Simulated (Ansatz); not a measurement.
# Sr (bcc): energy against volume

All numbers below come from DFT, revPBE, plane waves (420 eV) with PAW, scalar-relativistic (Ansatz 0.2.0). (PAW data from PBE, frozen cores regenerated.)

The cell is scaled uniformly from the relaxed one, with fractional coordinates and shape fixed. Energies are extrapolated to zero smearing, pressures are those at the given smearing. Magnetic state: spin not included.

A Birch-Murnaghan fit gives V₀ = 56.74 Å³/atom, B₀ = 10.4 GPa, B₀′ = 3.5.

What are the energy above the minimum and the pressure at 52.501 Å³/atom?

11.4 meV/atom and 1.01 GPa as computed.

What are the energy above the minimum and the pressure at 54.784 Å³/atom?

2.3 meV/atom and 0.47 GPa as computed.

What are the energy above the minimum and the pressure at 59.349 Å³/atom?

3.6 meV/atom and -0.38 GPa as computed.
